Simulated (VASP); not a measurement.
# VBiO4 (Clinobisvanite) (C2/c) in VASP: notebook

The runs below take VBiO4 (Clinobisvanite) through relaxation of cell and atoms, with PBE.

Program: VASP 6.6.1. These are calculated values, not measurements. Logs are shortened: lines on timing, memory, paths and dates and some standing lists are left out, and cuts for length are marked.

### Step 1. The crystal as given

It takes space group C2/c (No. 15, monoclinic). Conventional cell: a = 7.247 Å, b = 11.697 Å, c = 5.090 Å, α = 90.00°, β = 134.22°, γ = 90.00°. V (site symmetry 2) is surrounded by 4 O at 1.69 to 1.77 Å. Around Bi (site symmetry 2) lie 8 O at 2.35 to 2.63 Å. O (site symmetry 1) is surrounded by 1 V at 1.77 Å. Around O (site symmetry 1) lie 1 V at 1.69 Å.

### Step 2. Relaxation of cell and atoms, PBE

File INCAR:

```
PREC     = Accurate       # precision mode
ENCUT    = 300            # plane-wave cutoff, eV
EDIFF    = 1E-6           # SCF threshold, eV
ISMEAR   = 0              # smearing method
SIGMA    = 0.03           # smearing width, eV
LREAL    = False          # projectors in reciprocal space
LASPH    = True           # aspherical terms in the spheres
NELM     = 80             # most SCF steps
ALGO     = Normal         # electronic algorithm
ISIF     = 3              # what is computed and relaxed
LWAVE    = False          # write WAVECAR
LCHARG   = False          # write CHGCAR
GGA      = PE             # functional
IBRION   = 2              # ionic algorithm
NSW      = 90             # ionic steps
EDIFFG   = -0.01          # ionic threshold
KPAR     = 4
```

File KPOINTS:

```
regular mesh
0
Gamma
  3 3 4
```

File POSCAR:

```
VBiO4
1.0
    3.6235830947     -5.8486000000      0.0000000000
    3.6235830947      5.8486000000      0.0000000000
   -3.5500110127      0.0000000000      3.6473943918
V Bi O
2 2 8
Direct
    0.8700000000      0.1300000000      0.7500000000
    0.1300000000      0.8700000000      0.2500000000
    0.3665000000      0.6335000000      0.7500000000
    0.6335000000      0.3665000000      0.2500000000
    0.9383000000      0.3547000000      0.6388000000
    0.6453000000      0.0617000000      0.8612000000
    0.0617000000      0.6453000000      0.3612000000
    0.3547000000      0.9383000000      0.1388000000
    0.8113000000      0.7099000000      0.8796000000
    0.2901000000      0.1887000000      0.6204000000
    0.1887000000      0.2901000000      0.1204000000
    0.7099000000      0.8113000000      0.3796000000
```

Potentials or basis: VASP PAW PBE potentials, release 64 (V_sv, Bi_d, O_s).

The run is started by

```sh
$ cat potpaw_PBE.64/V_sv/POTCAR potpaw_PBE.64/Bi_d/POTCAR potpaw_PBE.64/O_s/POTCAR > POTCAR
$ mpirun -np 4 vasp_std > vasp.out
```

OUTCAR:

```text
PREC = Accurate
   ENCUT = 300
   EDIFF = 1E-6
   ISMEAR = 0
   LREAL = False
   LASPH = True
   NELM = 80
   ISIF = 3
   GGA = PE
   IBRION = 2
   NSW = 90
   EDIFFG = -0.01

 ion  position               nearest neighbor table
   1  0.870  0.130  0.750-  11 1.69  12 1.69   5 1.77   6 1.77
   2  0.130  0.870  0.250-   9 1.69  10 1.69   7 1.77   8 1.77
   3  0.367  0.633  0.750-   7 2.35   8 2.35   5 2.37   6 2.37  12 2.52  11 2.52  10 2.63   9 2.63
                             4 3.76   4 3.76
   4  0.633  0.367  0.250-   5 2.35   6 2.35   7 2.37   8 2.37   9 2.52  10 2.52  12 2.63  11 2.63
                             3 3.76   3 3.76
   5  0.938  0.355  0.639-   1 1.77   4 2.35   3 2.37
   6  0.645  0.062  0.861-   1 1.77   4 2.35   3 2.37
   7  0.062  0.645  0.361-   2 1.77   3 2.35   4 2.37
   8  0.355  0.938  0.139-   2 1.77   3 2.35   4 2.37
   9  0.811  0.710  0.880-   2 1.69   4 2.52   3 2.63
  10  0.290  0.189  0.620-   2 1.69   4 2.52   3 2.63
  11  0.189  0.290  0.120-   1 1.69   3 2.52   4 2.63
  12  0.710  0.811  0.380-   1 1.69   3 2.52   4 2.63

  LATTYP: Found a base centered monoclinic cell.
 ALAT       =     7.2471661894
 B/A-ratio  =     1.6140377762
 C/A-ratio  =     0.7023158938
 COS(beta)  =    -0.6974755418

  Lattice vectors:

 A1 = (   3.6235830947,  -5.8486000000,   0.0000000000)
 A2 = (   3.6235830947,   5.8486000000,   0.0000000000)
 A3 = (  -3.5500110127,   0.0000000000,   3.6473943918)

Analysis of symmetry for initial positions (statically):
=====================================================================
 Subroutine PRICEL returns:
 Original cell was already a primitive cell.

 Routine SETGRP: Setting up the symmetry group for a
 base centered monoclinic supercell.

 Subroutine GETGRP returns: Found  4 space group operations
 (whereof  2 operations were pure point group operations)
 out of a pool of  4 trial point group operations.

The static configuration has the point symmetry S_2 .
 The point group associated with its full space group is C_2h.

Analysis of symmetry for dynamics (positions and initial velocities):
=====================================================================
 Subroutine PRICEL returns:
 Original cell was already a primitive cell.

 Routine SETGRP: Setting up the symmetry group for a
 base centered monoclinic supercell.

 Subroutine GETGRP returns: Found  4 space group operations
 (whereof  2 operations were pure point group operations)
 out of a pool of  4 trial point group operations.

The dynamic configuration has the point symmetry S_2 .
 The point group associated with its full space group is C_2h.

 Subroutine INISYM returns: Found  4 space group operations
 (whereof  2 operations are pure point group operations),
 and found     1 'primitive' translations

----------------------------------------------------------------------------------------

                                     Primitive cell

  volume of cell :     154.5976

  direct lattice vectors                    reciprocal lattice vectors
     3.623583095 -5.848600000  0.000000000     0.137984969 -0.085490545  0.134300848
     3.623583095  5.848600000  0.000000000     0.137984969  0.085490545  0.134300848
    -3.550011013  0.000000000  3.647394392     0.000000000  0.000000000  0.274168322

  length of vectors
     6.880150900  6.880150900  5.089800000     0.210677959  0.210677959  0.274168322

  position of ions in fractional coordinates (direct lattice)
     0.870000000  0.130000000  0.750000000
     0.130000000  0.870000000  0.250000000
     0.366500000  0.633500000  0.750000000
     0.633500000  0.366500000  0.250000000
     0.938300000  0.354700000  0.638800000
     0.645300000  0.061700000  0.861200000
     0.061700000  0.645300000  0.361200000
     0.354700000  0.938300000  0.138800000
     0.811300000  0.709900000  0.879600000
     0.290100000  0.188700000  0.620400000
     0.188700000  0.290100000  0.120400000
     0.709900000  0.811300000  0.379600000

  ion indices of the primitive-cell ions
   primitive index   ion index
                 1           1
                 2           2
                 3           3
                 4           4
                 5           5
                 6           6
                 7           7
                 8           8
                 9           9
                10          10
                11          11
                12          12

----------------------------------------------------------------------------------------

 KPOINTS: regular mesh

Automatic generation of k-mesh.
 Grid dimensions read from file:
 generate k-points for:    3    3    4

 Generating k-lattice:

  Cartesian coordinates                     Fractional coordinates (reciprocal lattice)
     0.045994990 -0.028496848  0.044766949     0.333333333 -0.000000000  0.000000000
     0.045994990  0.028496848  0.044766949    -0.000000000  0.333333333  0.000000000
     0.000000000  0.000000000  0.068542080     0.000000000  0.000000000  0.250000000

  Length of vectors
     0.070225986  0.070225986  0.068542080

  Shift w.r.t. Gamma in fractional coordinates (k-lattice)
     0.000000000  0.000000000  0.000000000

 Subroutine IBZKPT returns following result:
 ===========================================

 Found     14 irreducible k-points:

 Following reciprocal coordinates:
            Coordinates               Weight
  0.000000  0.000000  0.000000      1.000000
  0.333333  0.000000  0.000000      4.000000
  0.333333  0.333333  0.000000      2.000000
 -0.333333  0.333333  0.000000      2.000000
  0.000000  0.000000  0.250000      2.000000
  0.333333  0.000000  0.250000      4.000000
 -0.333333 -0.000000  0.250000      4.000000
  0.333333  0.333333  0.250000      2.000000
 -0.333333  0.333333  0.250000      4.000000
 -0.333333 -0.333333  0.250000      2.000000
  0.000000  0.000000  0.500000      1.000000
  0.333333  0.000000  0.500000      4.000000
  0.333333  0.333333  0.500000      2.000000
 -0.333333  0.333333  0.500000      2.000000
   k-points           NKPTS =     14   k-points in BZ     NKDIM =     14   number of bands    NBANDS=     62
   number of dos      NEDOS =    301   number of ions     NIONS =     12
   total plane-waves  NPLWV =  48000
   dimension x,y,z NGX =    40 NGY =   40 NGZ =   30
   dimension x,y,z NGXF=    80 NGYF=   80 NGZF=   60
   ions per type =               2   2   8
   NGX,Y,Z   is equivalent  to a cutoff of   9.67,  9.67,  9.80 a.u.
   NGXF,Y,Z  is equivalent  to a cutoff of  19.33, 19.33, 19.60 a.u.
 SYSTEM =  unknown system
   PREC   = accura    normal or accurate (medium, high low for compatibility)
   ISTART =      0    job   : 0-new  1-cont  2-samecut
   ICHARG =      2    charge: 1-file 2-atom 10-const
   ISPIN  =      1    spin polarized calculation?
   LNONCOLLINEAR =      F non collinear calculations
   LSORBIT =      F    spin-orbit coupling
   LASPH  =      T    aspherical Exc in radial PAW
   ENCUT  =  300.0 eV  22.05 Ry    4.70 a.u.   9.72  9.72  7.19*2*pi/ulx,y,z
   NELM   =     80;   NELMIN=  2; NELMDL= -5     # of ELM steps
   EDIFF  = 0.1E-05   stopping-criterion for ELM
   LREAL  =      F    real-space projection
   EDIFFG = -.1E-01   stopping-criterion for IOM
   NSW    =     90    number of steps for IOM
   IBRION =      2    ionic relax: 0-MD 1-quasi-New 2-CG
   NFREE  =      1    steps in history (QN), initial steepest desc. (CG)
   ISIF   =      3    stress and relaxation
   ISYM   =      2    0-nonsym 1-usesym 2-fastsym
   POTIM  = 0.5000    time-step for ionic-motion
   TEBEG  =    0.0;   TEEND  =   0.0 temperature during run
   PSTRESS=    0.0 pullay stress
   NELECT =     104.0000    total number of electrons
   NUPDOWN=      -1.0000    fix difference up-down
   EMIN   =  10.00;   EMAX   =-10.00  energy-range for DOS
   EFERMI =   0.00;   METHOD = LEGACY
   ISMEAR =     0;   SIGMA  =   0.03  broadening in eV -4-tet -1-fermi 0-gaus
   EFERMI_NEDOS =   21; number of points for ismear=-14 and -15
   IALGO  =     38    algorithm
   IMIX   =      4    mixing-type and parameters
     AMIX     =   0.40;   BMIX     =  1.00
     AMIX_MAG =   1.60;   BMIX_MAG =  1.00
  volume/ion in A,a.u.               =      12.88        86.94
  Fermi-wavevector in a.u.,A,eV,Ry     =   1.434449  2.710715 27.995929  2.057643
  Thomas-Fermi vector in A             =   2.553856
   LORBIT       =      0    0 simple, 1 ext, 2 COOP (PROOUT), +10 PAW based schemes
   GGA     = PE    functional components
   LHFCALC =     F    Hartree Fock is set to
   AEXX    =    0.0000 exact exchange contribution
   IVDW    =     0    specifies the selected vdW correction
   LEPSILON=     F    determine dielectric tensor
   LRPA    =     F    only Hartree local field effects (RPA)
 conjugate gradient relaxation of ions
 non-spin polarized calculation
 Gauss-broadening in eV      SIGMA  =   0.03
  energy-cutoff  :      300.00
  volume of cell :      154.60
 maximum number of plane-waves:      1842
   NGX = 19   NGY = 19   NGZ = 15

--------------------------------------- Ionic step        1  -------------------------------------------

 number of electron     103.9999995 magnetization

 Free energy of the ion-electron system (eV)
  ---------------------------------------------------
  ext. energy  EPLUGINS =         0.00000000
  ---------------------------------------------------
  free energy    TOTEN  =       -88.72709779 eV

  energy without entropy =      -88.72709779  energy(sigma->0) =      -88.72709779

------------------------ aborting loop because EDIFF is reached ----------------------------------------

  FORCE on cell =-STRESS in cart. coord.  units (eV):
  Direction    XX          YY          ZZ          XY          YZ          ZX
  --------------------------------------------------------------------------------------
  -------------------------------------------------------------------------------------
  Total        3.2870022      3.1330841      4.0657182      0.0000000      0.0000000      0.4995696
  in kB       34.0649462     32.4698111     42.1351937      0.0000000      0.0000000      5.1773051
  external PRESSURE =      36.2233170 kB  Pullay stress =       0.0000000 kB
[... 119 lines left out ...]
  FREE ENERGIE OF THE ION-ELECTRON SYSTEM (eV)
  ---------------------------------------------------
  free  energy   TOTEN  =       -88.7717523560 eV

  energy  without entropy=      -88.7717523560  energy(sigma->0) =      -88.77175236

[... ionic steps 4 to 26 ...]

--------------------------------------- Ionic step       27  -------------------------------------------

 number of electron     104.0000008 magnetization

------------------------ aborting loop because EDIFF is reached ----------------------------------------

  FORCE on cell =-STRESS in cart. coord.  units (eV):
  Direction    XX          YY          ZZ          XY          YZ          ZX
  --------------------------------------------------------------------------------------
  -------------------------------------------------------------------------------------
  Total       -0.0127547      0.0645363      0.0343353      0.0000000      0.0000000     -0.0049411
  in kB       -0.1316807      0.6662790      0.3544810      0.0000000      0.0000000     -0.0510123
  external PRESSURE =       0.2963597 kB  Pullay stress =       0.0000000 kB
[... 77 lines left out ...]
  energy  without entropy=      -88.8328657344  energy(sigma->0) =      -88.83286573

--------------------------------------- Ionic step       29  -------------------------------------------

 number of electron     104.0000009 magnetization

 Free energy of the ion-electron system (eV)
  ---------------------------------------------------
  ext. energy  EPLUGINS =         0.00000000
  ---------------------------------------------------
  free energy    TOTEN  =       -88.83289170 eV

  energy without entropy =      -88.83289170  energy(sigma->0) =      -88.83289170

 E-fermi :   5.0806     XC(G=0): -10.8210

 val. band max:        4.8508429421   @ k =  -0.3333  -0.3333   0.2500
 cond. band min:       6.9898857033   @ k =   0.3333   0.3333   0.5000
 fundamental gap:      2.1390427612
 Fermi energy:         5.0806175814

 k-point     1 :       0.0000    0.0000    0.0000
  band No.  band energies     occupation
      1     -59.4388      2.00000
      2     -59.4381      2.00000
      3     -33.3851      2.00000
      4     -33.3831      2.00000
      5     -33.3829      2.00000
      6     -33.3810      2.00000
[... 938 lines left out ...]
  FREE ENERGIE OF THE ION-ELECTRON SYSTEM (eV)
  ---------------------------------------------------
  free  energy   TOTEN  =       -88.8328916966 eV

  energy  without entropy=      -88.8328916966  energy(sigma->0) =      -88.83289170

 reached required accuracy - stopping structural energy minimisation
```

Run time: 4.3 min. Hardware: 4 MPI ranks of Intel Xeon 6975P-C (Granite Rapids), shared host; peak memory 0.23 GiB.

The run converged, but some of its settings lie outside the range that counts as converged, so its numbers aren't taken as properties of the crystal.

Results:

```
Free energy                            : -88.8329 eV
Relaxed volume                         : 12.94 Å³/atom
Relaxed cell                           : a = 6.881 Å, b = 6.881 Å, c = 5.143 Å, α = 111.88°, β = 111.88°, γ = 116.10°
Space group after relaxing (to 0.05 Å) : I4_1/a (No. 88)
Energy gained by relaxing              : 8.8 meV/atom
Ionic steps                            : 29
Largest force after relaxing           : 0.007 eV/Å
Band gap on the k mesh                 : 2.14 eV, indirect (least direct gap 2.18 eV)
```

Caveat: the k mesh is coarse (spacing up to 0.44 Å⁻¹), so the values aren't converged; the cutoff is under 1.25 times the usual one of these potentials, so pressure, stress and relaxed cells hold a basis-set (Pulay) error; spin-orbit coupling is left out, which as a rule narrows the gap of such compounds by several tenths of an eV; an odd mesh through Γ misses points on the zone boundary, where band edges often lie.

### Step 3. Relaxation of cell and atoms, PBE

This run uses another cell than the first one, of 12.94 Å³/atom, 1.004 times its volume.

INCAR, as its differences from that of step 2:

```diff
@@ -2,3 +2,3 @@
 ENCUT    = 300            # plane-wave cutoff, eV
-EDIFF    = 1E-6           # SCF threshold, eV
+EDIFF    = 1E-7           # SCF threshold, eV
 ISMEAR   = 0              # smearing method
@@ -15,3 +15,3 @@
 NSW      = 90             # ionic steps
-EDIFFG   = -0.01          # ionic threshold
+EDIFFG   = -0.005         # ionic threshold
 KPAR     = 4
```

KPOINTS is that of step 2.

File POSCAR:

```
VBiO4                                   
1.0
    3.6413479890     -5.8390297284     -0.0273553703
    3.6413479890      5.8390297284     -0.0273553703
   -3.5949864840      0.0000000000      3.6775773751
  V               Bi              O             
     2     2     8
Direct
     0.8753315402312729    0.1246684597687274    0.7500000000000000
     0.1246684597687274    0.8753315402312729    0.2500000000000000
     0.3748227169373400    0.6251772830626597    0.7500000000000000
     0.6251772830626597    0.3748227169373400    0.2500000000000000
     0.9363840878808286    0.3445987253628095    0.6404769292468988
     0.6554012746371908    0.0636159121191714    0.8595230707531012
     0.0636159121191714    0.6554012746371908    0.3595230707531016
     0.3445987253628095    0.9363840878808286    0.1404769292468986
     0.7964309542432577    0.7047022198704109    0.8600068614093256
     0.2952977801295889    0.2035690457567423    0.6399931385906744
     0.2035690457567423    0.2952977801295889    0.1399931385906744
     0.7047022198704109    0.7964309542432577    0.3600068614093257
```

Potentials or basis: VASP PAW PBE potentials, release 64 (V_sv, Bi_d, O_s).

The run is started by

```sh
$ cat potpaw_PBE.64/V_sv/POTCAR potpaw_PBE.64/Bi_d/POTCAR potpaw_PBE.64/O_s/POTCAR > POTCAR
$ mpirun -np 4 vasp_std > vasp.out
```

Run time: 1.7 min. Hardware: 4 MPI ranks of Intel Xeon 6975P-C (Granite Rapids), shared host; peak memory 0.23 GiB.

The run converged, but some of its settings lie outside the range that counts as converged, so its numbers aren't taken as properties of the crystal.

Results:

| Property | Result |
| --- | --- |
| Free energy | -88.8414 eV |
| Relaxed volume | 12.94 Å³/atom |
| Relaxed cell | a = 6.883 Å, b = 6.883 Å, c = 5.153 Å, α = 111.97°, β = 111.97°, γ = 116.04° |
| Space group after relaxing (to 0.05 Å) | I4_1/a (No. 88) |
| Energy gained by relaxing | 0.0 meV/atom |
| Ionic steps | 11 |
| Largest force after relaxing | 0.004 eV/Å |
| Band gap on the k mesh | 2.14 eV, indirect (least direct gap 2.18 eV) |

Caveat: the k mesh is coarse (spacing up to 0.44 Å⁻¹), so the values aren't converged; the cutoff is under 1.25 times the usual one of these potentials, so pressure, stress and relaxed cells hold a basis-set (Pulay) error; spin-orbit coupling is left out, which as a rule narrows the gap of such compounds by several tenths of an eV; an odd mesh through Γ misses points on the zone boundary, where band edges often lie.
